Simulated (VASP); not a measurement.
# Ta (Fm-3m) in VASP: a series of runs

Runs on Ta. Level: LDA. Tasks: single point, relaxation of cell and atoms.

All numbers are computed with VASP 6.6.1; they aren't measurements. Logs are shortened: lines on timing, memory, paths and dates and some standing lists are left out, and cuts for length are marked.

### Step 1. The crystal as given

The structure is cubic, space group Fm-3m (No. 225). The conventional cell has a = 4.140 Å, b = 4.140 Å, c = 4.140 Å, α = 90.00°, β = 90.00°, γ = 90.00°. Around Ta (site symmetry m-3m) lie 12 Ta at 2.93 Å.

This isn't the form of Ta at room conditions, which is bcc.

### Step 2. Single point, LDA

INCAR

```
SYSTEM = Ta
PREC = Accurate
ENCUT = 520
EDIFF = 1E-6
ISMEAR = -1
SIGMA = 0.05
LREAL = .FALSE.
LASPH = .TRUE.
NELM = 100
ALGO = Normal
ISIF = 2
LWAVE = .FALSE.
LCHARG = .FALSE.
GGA = CA
NBANDS = 12
```

KPOINTS

```
regular mesh
0
G
  17 17 17
  0 0 0
```

POSCAR

```
Ta
1.0
    0.0000000000      2.0702429434      2.0702429434
    2.0702429434      0.0000000000      2.0702429434
    2.0702429434      2.0702429434      0.0000000000
Ta
1
Direct
    0.0000000000      0.0000000000      0.0000000000
```

Potentials or basis: VASP PAW LDA potentials, release 64 (Ta_pv).

Started as:

```
> cat potpaw_LDA.64/Ta_pv/POTCAR > POTCAR
> mpirun -np 1 vasp_std > vasp.out
```

OUTCAR:

```text
SYSTEM = Ta
   PREC = Accurate
   ENCUT = 520
   EDIFF = 1E-6
   ISMEAR = -1
   LREAL = .FALSE.
   LASPH = .TRUE.
   NELM = 100
   ISIF = 2
   GGA = CA

 ion  position               nearest neighbor table
   1  0.000  0.000  0.000-

  LATTYP: Found a face centered cubic cell.
 ALAT       =     4.1404858868

  Lattice vectors:

 A1 = (   0.0000000000,   2.0702429434,   2.0702429434)
 A2 = (   2.0702429434,   0.0000000000,   2.0702429434)
 A3 = (   2.0702429434,   2.0702429434,   0.0000000000)

Analysis of symmetry for initial positions (statically):
=====================================================================
 Subroutine PRICEL returns:
 Original cell was already a primitive cell.

 Routine SETGRP: Setting up the symmetry group for a
 face centered cubic supercell.

 Subroutine GETGRP returns: Found 48 space group operations
 (whereof 48 operations were pure point group operations)
 out of a pool of 48 trial point group operations.

The static configuration has the point symmetry O_h .

Analysis of symmetry for dynamics (positions and initial velocities):
=====================================================================
 Subroutine PRICEL returns:
 Original cell was already a primitive cell.

 Routine SETGRP: Setting up the symmetry group for a
 face centered cubic supercell.

 Subroutine GETGRP returns: Found 48 space group operations
 (whereof 48 operations were pure point group operations)
 out of a pool of 48 trial point group operations.

The dynamic configuration has the point symmetry O_h .

 Subroutine INISYM returns: Found 48 space group operations
 (whereof 48 operations are pure point group operations),
 and found     1 'primitive' translations

----------------------------------------------------------------------------------------

                                     Primitive cell

  volume of cell :      17.7457

  direct lattice vectors                    reciprocal lattice vectors
     0.000000000  2.070242943  2.070242943    -0.241517548  0.241517548  0.241517548
     2.070242943  0.000000000  2.070242943     0.241517548 -0.241517548  0.241517548
     2.070242943  2.070242943  0.000000000     0.241517548  0.241517548 -0.241517548

  length of vectors
     2.927765648  2.927765648  2.927765648     0.418320665  0.418320665  0.418320665

  position of ions in fractional coordinates (direct lattice)
     0.000000000  0.000000000  0.000000000

  ion indices of the primitive-cell ions
   primitive index   ion index
                 1           1

----------------------------------------------------------------------------------------

 KPOINTS: regular mesh

Automatic generation of k-mesh.
 Grid dimensions read from file:
 generate k-points for:   17   17   17

 Generating k-lattice:

  Cartesian coordinates                     Fractional coordinates (reciprocal lattice)
    -0.014206915  0.014206915  0.014206915     0.058823529  0.000000000  0.000000000
     0.014206915 -0.014206915  0.014206915     0.000000000  0.058823529  0.000000000
     0.014206915  0.014206915 -0.014206915     0.000000000  0.000000000  0.058823529

  Length of vectors
     0.024607098  0.024607098  0.024607098

  Shift w.r.t. Gamma in fractional coordinates (k-lattice)
     0.000000000  0.000000000  0.000000000

 Subroutine IBZKPT returns following result:
 ===========================================

 Found    165 irreducible k-points:

 Following reciprocal coordinates:
            Coordinates               Weight
  0.000000  0.000000  0.000000      1.000000
  0.058824  0.000000  0.000000      8.000000
  0.117647  0.000000  0.000000      8.000000
  0.176471  0.000000  0.000000      8.000000
  0.235294  0.000000  0.000000      8.000000
  0.294118  0.000000  0.000000      8.000000
[... 16 lines left out ...]
 -0.176471  0.058824  0.000000     24.000000
 -0.117647  0.058824  0.000000     24.000000
 [... further k-points ...]
   k-points           NKPTS =    165   k-points in BZ     NKDIM =    165   number of bands    NBANDS=     12
   number of dos      NEDOS =    301   number of ions     NIONS =      1
   total plane-waves  NPLWV =  13824
   dimension x,y,z NGX =    24 NGY =   24 NGZ =   24
   dimension x,y,z NGXF=    48 NGYF=   48 NGZF=   48
   ions per type =               1
   NGX,Y,Z   is equivalent  to a cutoff of  13.63, 13.63, 13.63 a.u.
   NGXF,Y,Z  is equivalent  to a cutoff of  27.26, 27.26, 27.26 a.u.
 SYSTEM =  Ta
   PREC   = accura    normal or accurate (medium, high low for compatibility)
   ISTART =      0    job   : 0-new  1-cont  2-samecut
   ICHARG =      2    charge: 1-file 2-atom 10-const
   ISPIN  =      1    spin polarized calculation?
   LNONCOLLINEAR =      F non collinear calculations
   LSORBIT =      F    spin-orbit coupling
   LASPH  =      T    aspherical Exc in radial PAW
   ENCUT  =  520.0 eV  38.22 Ry    6.18 a.u.   5.44  5.44  5.44*2*pi/ulx,y,z
   NELM   =    100;   NELMIN=  2; NELMDL= -5     # of ELM steps
   EDIFF  = 0.1E-05   stopping-criterion for ELM
   LREAL  =      F    real-space projection
   EDIFFG = 0.1E-04   stopping-criterion for IOM
   NSW    =      0    number of steps for IOM
   IBRION =     -1    ionic relax: 0-MD 1-quasi-New 2-CG
   NFREE  =      0    steps in history (QN), initial steepest desc. (CG)
   ISIF   =      2    stress and relaxation
   ISYM   =      2    0-nonsym 1-usesym 2-fastsym
   POTIM  = 0.5000    time-step for ionic-motion
   TEBEG  =    0.0;   TEEND  =   0.0 temperature during run
   PSTRESS=    0.0 pullay stress
   NELECT =      11.0000    total number of electrons
   NUPDOWN=      -1.0000    fix difference up-down
   EMIN   =  10.00;   EMAX   =-10.00  energy-range for DOS
   EFERMI =   0.00;   METHOD = LEGACY
   ISMEAR =    -1;   SIGMA  =   0.05  broadening in eV -4-tet -1-fermi 0-gaus
   EFERMI_NEDOS =   21; number of points for ismear=-14 and -15
   IALGO  =     38    algorithm
   IMIX   =      4    mixing-type and parameters
     AMIX     =   0.40;   BMIX     =  1.00
     AMIX_MAG =   1.60;   BMIX_MAG =  1.00
  volume/ion in A,a.u.               =      17.75       119.75
  Fermi-wavevector in a.u.,A,eV,Ry     =   1.395857  2.637788 26.509838  1.948418
  Thomas-Fermi vector in A             =   2.519268
   LORBIT       =      0    0 simple, 1 ext, 2 COOP (PROOUT), +10 PAW based schemes
   GGA     = CA    functional components
   LHFCALC =     F    Hartree Fock is set to
   AEXX    =    0.0000 exact exchange contribution
   IVDW    =     0    specifies the selected vdW correction
   LEPSILON=     F    determine dielectric tensor
   LRPA    =     F    only Hartree local field effects (RPA)
 non-spin polarized calculation
  energy-cutoff  :      520.00
  volume of cell :       17.75
 maximum number of plane-waves:       531
 NGX is ok and might be reduce to    24
   NGX = 11   NGY = 11   NGZ = 11

 number of electron      11.0000000 magnetization

 Free energy of the ion-electron system (eV)
  ---------------------------------------------------
  ext. energy  EPLUGINS =         0.00000000
  ---------------------------------------------------
  free energy    TOTEN  =       -12.54318839 eV

  energy without entropy =      -12.53369002  energy(sigma->0) =      -12.53843920

 E-fermi :   5.9183     XC(G=0): -12.8742

 val. band max:        5.9177000096   @ k =  -0.3529   0.1765   0.0588
 cond. band min:       5.9222294737   @ k =   0.4118   0.1176   0.0588
 fundamental gap:      0.0045294641
 Fermi energy:         5.9182999138

 k-point     1 :       0.0000    0.0000    0.0000
  band No.  band energies     occupation
      1     -27.3325      2.00000
      2     -27.3325      2.00000
      3     -27.3325      2.00000
      4      -2.3761      2.00000
      5       6.2792      0.00147
      6       6.2792      0.00147
      7       6.2792      0.00147
      8       9.4753      0.00000
      9       9.4753      0.00000
     10      18.6316      0.00000
     11      19.2210      0.00000
     12      23.6982      0.00000

 k-point     2 :       0.0588    0.0000    0.0000
  band No.  band energies     occupation
      1     -27.3784      2.00000
      2     -27.3382      2.00000
      3     -27.3382      2.00000
      4      -2.2259      2.00000
      5       6.1514      0.01872
      6       6.3510      0.00035
      7       6.3510      0.00035
      8       9.4028      0.00000
      9       9.4028      0.00000
     10      18.9453      0.00000
     11      19.2210      0.00000
     12      22.9651      0.00000

 k-point     3 :       0.1176    0.0000    0.0000
  band No.  band energies     occupation
      1     -27.5084      2.00000
      2     -27.3544      2.00000
      3     -27.3544      2.00000
      4      -1.7939      2.00000
      5       5.8277      1.71943
      6       6.5337      0.00001
      7       6.5337      0.00001
      8       9.2451      0.00000
      9       9.2451      0.00000
     10      19.2203      0.00000
     11      19.7572      0.00000
     12      21.7463      0.00000
[... 286 lines left out ...]
 k-point    23 :      -0.1765    0.0588    0.0000
  band No.  band energies     occupation
      1     -27.7846      2.00000
      2     -27.4310      2.00000
      3     -27.3757      2.00000
      4      -0.7677      2.00000
      5       5.2377      2.00000
      6       6.7345      0.00000
      7       6.8589      0.00000
      8       8.7088      0.00000
      9       9.6940      0.00000
     10      19.2171      0.00000
     11      19.9305      0.00000
     12      22.0271      0.00000

 k-point    24 :      -0.1176    0.0588    0.0000
  band No.  band energies     occupation
      1     -27.5862      2.00000
      2     -27.3965      2.00000
      3     -27.3530      2.00000
      4      -1.4713      2.00000
      5       5.5865      1.99738
      6       6.6680      0.00000
      7       6.6728      0.00000
      8       8.8256      0.00000
      9       9.4994      0.00000
     10      19.2199      0.00000
     11      20.3123      0.00000
     12      21.4328      0.00000

 [... further k-points ...]

------------------------ aborting loop because EDIFF is reached ----------------------------------------

  FORCE on cell =-STRESS in cart. coord.  units (eV):
  Direction    XX          YY          ZZ          XY          YZ          ZX
  --------------------------------------------------------------------------------------
  -------------------------------------------------------------------------------------
  Total        0.0986929      0.0986929      0.0986929      0.0000000     -0.0000000      0.0000000
  in kB        8.9105066      8.9105066      8.9105066      0.0000000     -0.0000000      0.0000000
  external PRESSURE =       8.9105066 kB  Pullay stress =       0.0000000 kB

 VOLUME and BASIS-vectors are now :
 -----------------------------------------------------------------------------
  energy-cutoff  :      520.00
  volume of cell :       17.75
      direct lattice vectors                 reciprocal lattice vectors
     0.000000000  2.070242943  2.070242943    -0.241517548  0.241517548  0.241517548
     2.070242943  0.000000000  2.070242943     0.241517548 -0.241517548  0.241517548
     2.070242943  2.070242943  0.000000000     0.241517548  0.241517548 -0.241517548

 POSITION                                       TOTAL-FORCE (eV/Angst)
 -----------------------------------------------------------------------------------
      0.00000      0.00000      0.00000        -0.000000     -0.000000      0.000000
 -----------------------------------------------------------------------------------
    total drift:                               -0.000000      0.000000      0.000000

  FREE ENERGIE OF THE ION-ELECTRON SYSTEM (eV)
  ---------------------------------------------------
  free  energy   TOTEN  =       -12.5431883885 eV

  energy  without entropy=      -12.5336900176  energy(sigma->0) =      -12.53843920
```

It took 10 s on 1 thread of Intel Xeon 6975P-C (Granite Rapids), shared host; peak memory 0.15 GiB.

What came out:

```
Free energy            : -12.5432 eV
Pressure               : 0.9 GPa
Band gap on the k mesh : none (metal or under the smearing width)
```

### Step 3. Relaxation of cell and atoms, LDA

INCAR

```
SYSTEM = Ta
ALGO = Fast
EDIFF = 1E-7
EDIFFG = -0.005
ENCUT = 600
GGA = CA
IBRION = 2
ISIF = 3
ISMEAR = -1
LASPH = .True.
LCHARG = .False.
LREAL = .False.
LWAVE = .False.
NELM = 100
NSW = 45
PREC = Accurate
SIGMA = 0.05
```

KPOINTS

```
k-points
0
Gamma
  17 17 17
  0 0 0
```

POSCAR

```
Ta
1.0
    0.0000000000      2.0706599655      2.0706599655
    2.0706599655      0.0000000000      2.0706599655
    2.0706599655      2.0706599655      0.0000000000
Ta
1
Direct
    0.0000000000      0.0000000000      0.0000000000
```

Potentials or basis: VASP PAW LDA potentials, release 64 (Ta_pv).

Started as:

```
> cat potpaw_LDA.64/Ta_pv/POTCAR > POTCAR
> mpirun -np 1 vasp_std > vasp.out
```

It took 29 s on 1 thread of Intel Xeon 6975P-C (Granite Rapids), shared host; peak memory 0.15 GiB.

The run converged. Its results:

* Free energy: -12.5434 eV
* Relaxed volume: 17.82 Å³/atom
* Relaxed cell: a = 2.932 Å, b = 2.932 Å, c = 2.932 Å, α = 60.00°, β = 60.00°, γ = 60.00°
* Space group after relaxing (to 0.05 Å): Fm-3m (No. 225)
* Energy gained by relaxing: 0.2 meV/atom
* Ionic steps: 3
* Pressure after relaxing: 0.0 GPa
* Band gap on the k mesh: none (metal or under the smearing width)

Step by step:
| step | energy change (eV) | largest force (eV/Å) | pressure (GPa) | volume (Å³) |
| --- | --- | --- | --- | --- |
| 1 | 0.0000 | 0.0000 | 0.76 | 17.76 |
| 2 | 0.0007 | 0.0000 | -1.82 | 17.97 |
| 3 | -0.0002 | 0.0000 | 0.04 | 17.82 |

Final structure:
```xyz
1
Lattice="0.0000 2.0732 2.0732 2.0732 0.0000 2.0732 2.0732 2.0732 0.0000" Properties=species:S:1:pos:R:3 pbc="T T T"
Ta    0.0000    0.0000    0.0000
```

Levels at points of the mesh, in eV from the Fermi level:
```
           k point  band 2  band 3  band 4  band 5  band 6  band 7  band 8  band 9
(0.00, 0.00, 0.00)  -33.27  -33.27   -8.28    0.36    0.36    0.36    3.54    3.54
```

### Step 4. Single point, LDA

INCAR

```
PREC = Accurate
ENCUT = 520
EDIFF = 1E-6
ISMEAR = -1
SIGMA = 0.05
LREAL = False
LASPH = True
NELM = 100
ALGO = Normal
ISIF = 2
LWAVE = False
LCHARG = False
GGA = CA
NBANDS = 12
```

KPOINTS

```
regular mesh
0
Gamma
  17 17 17
```

POSCAR is that of step 3.

Started as:

```
> cat potpaw_LDA.64/Ta_pv/POTCAR > POTCAR
> mpirun -np 1 vasp_std > vasp.out
```

It took 11 s on 1 thread of Intel Xeon 6975P-C (Granite Rapids), shared host; peak memory 0.15 GiB.

The run converged. Its results:

```yaml
Free_energy: -12.5432 eV
Pressure: 0.8 GPa
Band_gap_on_the_k_mesh: none (metal or under the smearing width)
```

Levels at points of the mesh, in eV from the Fermi level:
```
           k point  band 1  band 2  band 3  band 4  band 5  band 6  band 7  band 8  band 9  band 10
(0.00, 0.00, 0.00)  -33.25  -33.25  -33.25   -8.29    0.36    0.36    0.36    3.55    3.55    12.71
```

[end of part 1 of 2]
